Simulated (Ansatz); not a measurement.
The elements of this relaxed trial crystal are hidden behind letters.

```
lattice vectors (Å)
   5.2955    0.0000    0.0000
  -2.6270    4.6068    0.0000
  -0.1407   -0.1380    9.1037
fractional positions
X 0.3213 0.6576 0.9375
Z 0.6794 0.3442 0.4326
Z 0.6509 0.3195 0.0808
Z 0.3493 0.6797 0.5469
Q 0.6230 0.0098 0.0330
Q 0.5300 0.5116 0.5121
Q 0.0281 0.5105 0.4676
Q 0.9578 0.5820 0.0228
Q 0.3152 0.6860 0.7237
Q 0.6261 0.3435 0.2569
Q 0.5308 0.0111 0.4882
Q 0.3882 0.3445 0.9980
```

Method: Ansatz 0.2.0, DFT PBE, scalar-relativistic, plane waves, PAW. Cutoff 420 eV, Γ-centred 6×6×4 mesh (12-atom cell), Gaussian smearing of 0.02 eV, no spin polarisation.

- Space group: P1 (No. 1)
- Conventional cell: a = 5.296 Å, b = 5.303 Å, c = 9.106 Å, α = 90.3°, β = 90.9°, γ = 119.7°
- Volume per atom: 18.51 Å³
- Density: 2.92 g/cm³
- Formation energy: −2.881 eV/atom
- Gap on the 6×6×4 mesh of the 12-atom cell: 5.02 eV

Energies are uncorrected and count from the elements' standard states at the same level.

Task: X is a d-block element of period 6, Z is a p-block element of period 3 and Q is a p-block element of period 2. Which elements are they?

Result: X = Hf, Z = Si, Q = O, so the formula is HfSi3O8. Density times volume gives a mean mass of 2.92 × 18.51/1.6605 = 32.5 u per atom, and this set has 32.6 u. Hf has 4 O at 1.94–1.95 Å; Si on its first site is surrounded by 4 O at 1.62–1.63 Å; around O on its first site lie 1 Si at 1.63 Å and 1 Hf at 1.94 Å; 9 more sites not described. Other sets within the hints have nearly the same mass, so mass alone doesn't settle it; this one was computed.

Spin–orbit coupling, which can matter for Hf, is left out. Kohn–Sham gaps at this level usually fall short of measured ones. This cell was reached by moving the atoms of another relaxed cell at random and relaxing again, last within the group found; it had no such test of its own.
